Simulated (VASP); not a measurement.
# GeF2 (Fm-3m): band edges, masses and strain, part 8 of 8

Wanted: where the band edges of GeF2 lie, how heavy the carriers are and how strain moves the gap. The cell is generated by rule, not measured, and may not be a known phase.

VASP 6.6.1, plane waves and PAW; the level of theory is named at each step.

So far. Step 12 (Bands of the strained cell, strain hydrostatic 0.5 %): The run ends at a pressure of 42.43 GPa. Step 14 (Bands of the strained cell, strain along x -0.5 %): The run ends at a pressure of 48.06 GPa.

The structure was built from a prototype and need not be the compound's stable phase.

## Step 18: Orbitals for bands with HSE06

This step: PBE; plane waves and PAW (Ge_d, F); invented cell (VASP 6.6.1).

The hybrid starts from PBE orbitals, which saves many expensive cycles.

The input, INCAR:

```
SYSTEM = GeF2
PREC = Accurate
ENCUT = 520
EDIFF = 1E-05
NELM = 100
ISMEAR = 0
SIGMA = 0.02
LREAL = .FALSE.
ALGO = Normal
GGA = PE
NBANDS = 20
LORBIT = 11
LWAVE = .TRUE.
LCHARG = .FALSE.
KPAR = 4
```

The input, POSCAR:

```
GeF2
1.0
    0.0000000000      2.4738300000      2.4738300000
    2.4738300000      0.0000000000      2.4738300000
    2.4738300000      2.4738300000      0.0000000000
Ge F
1 2
Direct
    0.0000000000      0.0000000000      0.0000000000
    0.2500000000      0.2500000000      0.2500000000
    0.7500000000      0.7500000000      0.7500000000
```

The input, KPOINTS:

```
Automatic mesh
0
Gamma
6 6 6
0 0 0
```

PAW data sets: Ge_d and F (LDA family, release 64).

On the command line:

```sh
> mpirun -np 4 vasp_std
```

What it wrote:

```text
[banner, memory and clock lines left out]
running    4 mpi-ranks, on    1 nodes
 distrk:  each k-point on    1 cores,    4 groups
 distr:  one band on    1 cores,    1 groups

 POSCAR found type information on POSCAR GeF
 POSCAR found :  2 types and       3 ions
|                                                                             |
|               ----> ADVICE to this user running VASP <----                  |
|                                                                             |
|     You enforced a specific xc type in the INCAR file but a different       |
|     [... a line on the potential file left out ...]
|     I HOPE YOU KNOW WHAT YOU ARE DOING!                                     |
|                                                                             |

 LDA part: xc-table for (Slater+PW92), standard interpolation
 POSCAR, INCAR and KPOINTS ok, starting setup
 FFT: planning ... GRIDC
 FFT: planning ... GRID_SOFT
 FFT: planning ... GRID
 WAVECAR not read
 entering main loop
       N       E                     dE             d eps       ncg     rms          rms(c)
DAV:   1     0.249655956273E+03    0.24966E+03   -0.15314E+04   772   0.353E+03
DAV:   2     0.162833965712E+02   -0.23337E+03   -0.22059E+03   684   0.714E+02
DAV:   3    -0.128475746726E+02   -0.29131E+02   -0.28821E+02   688   0.152E+02
DAV:   4    -0.135932540228E+02   -0.74568E+00   -0.74497E+00   728   0.261E+01
DAV:   5    -0.136019711475E+02   -0.87171E-02   -0.87170E-02   688   0.315E+00    0.796E+00
DAV:   6    -0.121201057179E+02    0.14819E+01   -0.60883E+00   844   0.273E+01    0.223E+00
DAV:   7    -0.121358524057E+02   -0.15747E-01   -0.23558E-01   700   0.501E+00    0.129E+00
DAV:   8    -0.121417524065E+02   -0.59000E-02   -0.33688E-02   768   0.524E+00    0.249E-01
DAV:   9    -0.121410252999E+02    0.72711E-03   -0.78222E-03   900   0.225E+00    0.895E-02
DAV:  10    -0.121412431605E+02   -0.21786E-03   -0.10435E-03   680   0.773E-01    0.374E-02
DAV:  11    -0.121413442233E+02   -0.10106E-03   -0.32176E-04   768   0.404E-01    0.164E-02
DAV:  12    -0.121413499440E+02   -0.57207E-05   -0.30436E-05   700   0.459E-02
   1 F= -.12141350E+02 E0= -.12141350E+02  d E =-.152776E-11
 writing wavefunctions
```

It took 3.2 s on 4 MPI ranks of AMD EPYC 9R14 (Zen 4), shared host; peak memory 0.5 GiB; 9.7 s of CPU time.

OUTCAR, selected parts (step 18):

```text
   k-points           NKPTS =     16   k-points in BZ     NKDIM =     16   number of bands    NBANDS=     20

   NELECT =      28.0000    total number of electrons

 E-fermi :   6.4944

 k-point     1 :       0.0000    0.0000    0.0000
  band No.  band energies     occupation
    ...
     10      -0.4314      2.00000
     11       1.1701      2.00000
     12       1.1701      2.00000
     13       1.1701      2.00000
     14       1.7124      2.00000
     15      11.4082      0.00000
     16      11.4082      0.00000
     17      11.4082      0.00000
     18      18.1123      0.00000
     19      20.5875      0.00000
    ...

  Total       11.3778559     11.3778559     11.3778559      0.0000000     -0.0000000      0.0000000
  in kB      602.0484740    602.0484740    602.0484740      0.0000000     -0.0000000      0.0000000
  external PRESSURE =     602.0484740 kB  Pullay stress =       0.0000000 kB

 POSITION                                       TOTAL-FORCE (eV/Angst)
 -----------------------------------------------------------------------------------
      0.00000      0.00000      0.00000        -0.000000     -0.000000     -0.000000
      1.23691      1.23691      1.23691        -0.000000     -0.000000     -0.000000
      3.71075      3.71075      3.71075         0.000000      0.000000      0.000000
 -----------------------------------------------------------------------------------
    total drift:                                0.000000      0.000000      0.000000

  FREE ENERGIE OF THE ION-ELECTRON SYSTEM (eV)
  ---------------------------------------------------
  free  energy   TOTEN  =       -12.1413499440 eV

  energy  without entropy=      -12.1413499440  energy(sigma->0) =      -12.14134994

[... 6 parts as in an earlier step ...]

[... 10 further parts left out ...]
```

The PAW data sets were made with LDA, a small mismatch for this functional.

A gap read on the k-mesh alone can miss the band edges.

This step gave:

```yaml
bands: 20
irreducible_k_points: 16
symmetry_operations: 48
free_energy_toten: -12.14 eV
fermi_energy: 6.494 eV
pressure: 60.20 GPa
valence_top_at_k: -0.3333, 0.3333, 0.1667
conduction_bottom_at_k: 0.3333, 0.3333, 0
least_direct_gap_at_k: 0.5, 0.5, 0
gap_on_the_k_mesh: 3.254 eV
least_direct_gap_on_the_k_mesh: 4.138 eV
```

At this level the gap is 3.25 eV on the k-mesh of the self-consistent run, which can miss the band edges.

## Step 19: Bands with HSE06

This step: HSE06; plane waves and PAW (Ge_d, F); invented cell (VASP 6.6.1).

A quarter of screened exact exchange corrects much of the semilocal gap error; its cost forces a coarser mesh.

The input, INCAR:

```
SYSTEM = GeF2
PREC = Accurate
ENCUT = 520
EDIFF = 1E-06
NELM = 100
ISMEAR = 0
SIGMA = 0.02
LREAL = .FALSE.
ALGO = Normal
LHFCALC = .TRUE.
AEXX = 0.25
GGA = PE
HFSCREEN = 0.2
LASPH = .TRUE.
NBANDS = 20
PRECFOCK = Fast
LORBIT = 11
LWAVE = .FALSE.
LCHARG = .FALSE.
KPAR = 4
ISIF = 2
```

POSCAR is that of step 18.

KPOINTS is that of step 18.

The input, KPOINTS_OPT:

```
Line mode
8
Line-mode
Reciprocal
  0.00000000   0.00000000   0.00000000 GAMMA
  0.50000000   0.00000000   0.50000000 X

  0.50000000   0.00000000   0.50000000 X
  0.50000000   0.25000000   0.75000000 W

  0.50000000   0.25000000   0.75000000 W
  0.37500000   0.37500000   0.75000000 K

  0.37500000   0.37500000   0.75000000 K
  0.00000000   0.00000000   0.00000000 GAMMA

  0.00000000   0.00000000   0.00000000 GAMMA
  0.50000000   0.50000000   0.50000000 L

  0.50000000   0.50000000   0.50000000 L
  0.62500000   0.25000000   0.62500000 U

  0.62500000   0.25000000   0.62500000 U
  0.50000000   0.25000000   0.75000000 W

  0.50000000   0.25000000   0.75000000 W
  0.50000000   0.50000000   0.50000000 L

  0.50000000   0.50000000   0.50000000 L
  0.37500000   0.37500000   0.75000000 K

  0.62500000   0.25000000   0.62500000 U
  0.50000000   0.00000000   0.50000000 X
```

The WAVECAR or CHGCAR of an earlier step is read.

On the command line:

```sh
> mpirun -np 4 vasp_std
```

What it wrote:

```text
[banner, memory and clock lines left out]
running    4 mpi-ranks, on    1 nodes
 distrk:  each k-point on    1 cores,    4 groups
 distr:  one band on    1 cores,    1 groups

 POSCAR found type information on POSCAR GeF
 POSCAR found :  2 types and       3 ions
 [... a notice as in an earlier step ...]

 LDA part: xc-table for (Slater+PW92), standard interpolation
 found WAVECAR, reading the header
 POSCAR, INCAR and KPOINTS ok, starting setup
 FFT: planning ... GRIDC
 FFT: planning ... GRID_SOFT
 FFT: planning ... GRID
 reading WAVECAR
 the WAVECAR file was read successfully
 initial charge from wavefunction
 entering main loop
       N       E                     dE             d eps       ncg     rms          rms(c)
DAV:   1    -0.159722953715E+02   -0.15972E+02   -0.89758E-01   736   0.164E+01    0.706E-01
DAV:   2    -0.159683549891E+02    0.39404E-02   -0.58059E-02   668   0.279E+00    0.411E-01
DAV:   3    -0.159652603020E+02    0.30947E-02   -0.82397E-03   728   0.988E-01    0.272E-01
DAV:   4    -0.159647239734E+02    0.53633E-03   -0.90377E-04   748   0.439E-01    0.171E-01
DAV:   5    -0.159644721190E+02    0.25185E-03   -0.16735E-04   804   0.235E-01    0.921E-02
DAV:   6    -0.159643996808E+02    0.72438E-04   -0.47209E-05   772   0.884E-02    0.507E-02
DAV:   7    -0.159643752634E+02    0.24417E-04   -0.10111E-05   688   0.758E-02    0.296E-02
DAV:   8    -0.159643675146E+02    0.77488E-05   -0.40193E-06   660   0.474E-02    0.174E-02
DAV:   9    -0.159643650171E+02    0.24975E-05   -0.11734E-06   536   0.239E-02    0.101E-02
DAV:  10    -0.159643642453E+02    0.77178E-06   -0.54446E-07   404   0.130E-02
   1 F= -.15964364E+02 E0= -.15964364E+02  d E =-.387849E-14
 Start KPOINTS_OPT (optional k-point list driver)
k-point batch [1-16\80]
       N       E                     dE             ncg
DAV:   1    -0.397586624466E+03   -0.14349E+05      808
DAV:   2    -0.454327979654E+04   -0.41457E+04      664
DAV:   3    -0.505753744755E+04   -0.51426E+03      704
DAV:   4    -0.507517044897E+04   -0.17633E+02      708
DAV:   5    -0.507541787938E+04   -0.24743E+00      736
DAV:   6    -0.507542201316E+04   -0.41338E-02      736
DAV:   7    -0.507542211481E+04   -0.10165E-03      732
DAV:   8    -0.507542211784E+04   -0.30346E-05      600
DAV:   9    -0.507542211799E+04   -0.14649E-06      448
[...]
k-point batch [65-80\80]
       N       E                     dE             ncg
DAV:   1    -0.385768571365E+03   -0.18786E+05      800
DAV:   2    -0.456337599350E+04   -0.41776E+04      664
DAV:   3    -0.506530552736E+04   -0.50193E+03      696
DAV:   4    -0.508247792128E+04   -0.17172E+02      724
DAV:   5    -0.508272286430E+04   -0.24494E+00      740
DAV:   6    -0.508272720473E+04   -0.43404E-02      752
DAV:   7    -0.508272731858E+04   -0.11386E-03      760
DAV:   8    -0.508272732227E+04   -0.36865E-05      640
DAV:   9    -0.508272732243E+04   -0.16344E-06      476
```

Wall time 34 min (4 MPI ranks); peak memory 1.1 GiB.

Parts of OUTCAR (step 19):

```text
   k-points           NKPTS =     16   k-points in BZ     NKDIM =    216   number of bands    NBANDS=     20

   NELECT =      28.0000    total number of electrons

  exchange ACFDT corr.  =         0.00000000  see jH, gK, PRB 81, 115126

 E-fermi :   5.7841

 k-point     1 :       0.0000    0.0000    0.0000
  band No.  band energies     occupation
    ...
     10      -2.2309      2.00000
     11      -0.5057      2.00000
     12      -0.5056      2.00000
     13      -0.5056      2.00000
     14       0.7986      2.00000
     15      12.0077      0.00000
     16      12.0077      0.00000
     17      12.0077      0.00000
     18      18.6708      0.00000
     19      21.3496      0.00000
    ...

  Total       10.7943917     10.7943917     10.7943917     -0.0000000     -0.0000000      0.0000000
  in kB      571.1750182    571.1750182    571.1750182     -0.0000000     -0.0000000      0.0000000
  external PRESSURE =     571.1750182 kB  Pullay stress =       0.0000000 kB

 POSITION                                       TOTAL-FORCE (eV/Angst)
 -----------------------------------------------------------------------------------
      0.00000      0.00000      0.00000        -0.000000     -0.000000     -0.000000
      1.23691      1.23691      1.23691         0.000000      0.000000      0.000000
      3.71075      3.71075      3.71075        -0.000000     -0.000000     -0.000000
 -----------------------------------------------------------------------------------
    total drift:                               -0.000000     -0.000000     -0.000000

  FREE ENERGIE OF THE ION-ELECTRON SYSTEM (eV)
  ---------------------------------------------------
  free  energy   TOTEN  =       -15.9643642453 eV

  energy  without entropy=      -15.9643642453  energy(sigma->0) =      -15.96436425

[... 7 parts as in an earlier step ...]

[... 9 further parts left out ...]
```

This step gave:

- SCF cycles: 10
- free energy (TOTEN): -15.96 eV
- Fermi energy: 5.784 eV
- pressure: 57.12 GPa
- least gap on mesh and path: 4.399 eV
- least direct gap on mesh and path: 5.268 eV
- valence top at k: 0.5, 0.25, 0.75
- least direct gap at k: 0.4286, 0, 0.4286

The electronic bands at the labelled points (eV, zero at the valence-band top; v1 is the highest filled band, c1 the lowest empty one):

| point | v4 | v3 | v2 | v1 | c1 | c2 | c3 | c4 |
| --- | --- | --- | --- | --- | --- | --- | --- | --- |
| Γ | -6.22 | -6.22 | -6.22 | -4.91 | 6.30 | 6.30 | 6.30 | 12.96 |
| 0.43 of the way | -6.96 | -5.91 | -5.91 | -2.20 | 4.83 | 7.67 | 7.67 | 12.96 |
| X | -5.50 | -5.50 | -5.20 | -0.54 | 4.80 | 8.97 | 9.69 | 9.69 |
| 0.43 of the way | -6.06 | -5.47 | -5.24 | -0.33 | 5.37 | 8.96 | 9.08 | 9.79 |
| W | -7.78 | -5.35 | -5.35 | 0.00 | 7.20 | 7.20 | 8.95 | 9.99 |
| 0.43 of the way | -7.09 | -5.51 | -5.32 | -0.05 | 6.53 | 7.82 | 9.10 | 9.93 |
| K | -6.40 | -5.91 | -5.30 | -0.12 | 6.16 | 8.12 | 9.40 | 9.77 |
| 0.43 of the way | -7.66 | -7.08 | -5.70 | -0.86 | 5.76 | 7.84 | 7.94 | 13.15 |
| Γ | -6.22 | -6.22 | -6.22 | -4.91 | 6.30 | 6.30 | 6.30 | 12.96 |
| 0.57 of the way | -7.91 | -6.72 | -6.72 | -1.37 | 5.65 | 7.54 | 7.54 | 15.36 |
| L | -7.78 | -7.13 | -7.13 | -0.10 | 5.95 | 8.47 | 8.47 | 15.22 |
| 0.43 of the way | -7.40 | -6.58 | -6.16 | -0.08 | 6.24 | 8.05 | 8.74 | 12.12 |
| U | -6.40 | -5.91 | -5.30 | -0.12 | 6.16 | 8.12 | 9.40 | 9.77 |
| 0.43 of the way | -6.86 | -5.61 | -5.31 | -0.08 | 6.37 | 7.95 | 9.20 | 9.89 |
| W | -7.78 | -5.35 | -5.35 | 0.00 | 7.20 | 7.20 | 8.95 | 9.99 |
| 0.57 of the way | -7.84 | -6.24 | -6.11 | -0.07 | 6.33 | 7.92 | 8.84 | 11.72 |
| L | -7.78 | -7.13 | -7.13 | -0.10 | 5.95 | 8.47 | 8.47 | 15.22 |
| 0.57 of the way | -7.14 | -6.37 | -5.82 | -0.06 | 6.40 | 7.86 | 8.92 | 11.28 |
| K | -6.40 | -5.91 | -5.30 | -0.12 | 6.16 | 8.12 | 9.40 | 9.77 |
| jump to U | -6.40 | -5.91 | -5.30 | -0.12 | 6.16 | 8.12 | 9.40 | 9.77 |
| 0.57 of the way | -5.70 | -5.58 | -5.22 | -0.43 | 5.09 | 8.93 | 9.51 | 9.65 |
| X | -5.50 | -5.50 | -5.20 | -0.54 | 4.80 | 8.97 | 9.69 | 9.69 |

Of the projections kept (Ge, F), the largest for each band there; the rest of the weight can lie on other orbitals:

| point | v4 | v3 | v2 | v1 | c1 | c2 | c3 | c4 |
| --- | --- | --- | --- | --- | --- | --- | --- | --- |
| Γ | F 0.94 | F 0.94 | F 0.94 | Ge 0.81 | Ge 0.94 | Ge 0.94 | Ge 0.94 | Ge 0.91 |
| X | F 0.98 | F 0.98 | F 1.00 | Ge 0.65 | Ge 0.81 | F 0.65 | Ge 0.67 | Ge 0.67 |
| W | F 0.90 | F 0.98 | F 1.00 | Ge 0.57 | Ge 0.69 | Ge 0.69 | F 0.67 | Ge 0.92 |
| K | F 0.94 | F 0.97 | F 0.99 | Ge 0.58 | Ge 0.71 | Ge 0.52 | Ge 0.72 | Ge 0.82 |
| Γ | F 0.94 | F 0.94 | F 0.94 | Ge 0.81 | Ge 0.94 | Ge 0.94 | Ge 0.94 | Ge 0.91 |
| L | F 0.89 | F 0.95 | F 0.95 | F 0.51 | F 0.53 | Ge 0.80 | Ge 0.80 | Ge 0.95 |

At this level the gap is 4.40 eV.

The path shows an indirect gap of 4.42 eV (valence top at W, conduction bottom between Γ and X). The least direct gap is 5.27 eV.

## Step 20: Summary of results

| Property | Result |
| --- | --- |
| gap, LDA | 3.09 eV |
| gap with spin-orbit coupling | 3.09 eV |
| gap, HSE06 without spin-orbit coupling | 4.40 eV |
| electron masses, over the table's valid entries, with spin-orbit coupling | 0.50 to 0.76 electron masses |
| hole masses, over the table's valid entries, with spin-orbit coupling | 1.0 to 28 electron masses |
| mean electronic dielectric constant | 4.18 |

In this Fm-3m structure, which need not be the stable phase, the LDA gap is 3.09 eV and indirect; the smallest direct gap is 3.96 eV. Spin-orbit coupling changes the gap by -5 meV on the same mesh. HSE06, on a coarser mesh, gives 4.40 eV, 1.31 eV more. The masses of the two step lengths differ by up to 1 %, so the edges with valid masses are near parabolic there; other directions were not tested. Stretching all axes by 0.5 % moves the gap by +52 meV. Where a small direct gap sets a mass, a semilocal functional that makes the gap too small makes the mass too light; phonons, excitons and temperature are left out.

[Lines on the potential files, build, host, timing and source positions are cut from VASP's logs without a mark.]

[Logs are printed without paths, hosts, clocks, repeated set-up lines and the standing remarks that a program may print on its own settings, such as how far it seeks lower states.]

[Hosts, paths, dates, database ids (printed as entryN), source tags and the programs' standing remarks are cut or masked in the printed files.]

[In band tables of VASP the shares of atoms and orbitals are scaled to a sum of 1 inside the atoms' spheres.]

[Gaps and slopes under strain along one axis are those of the sampled path and mesh points; where strain splits equal valleys, another of them can be the edge.]
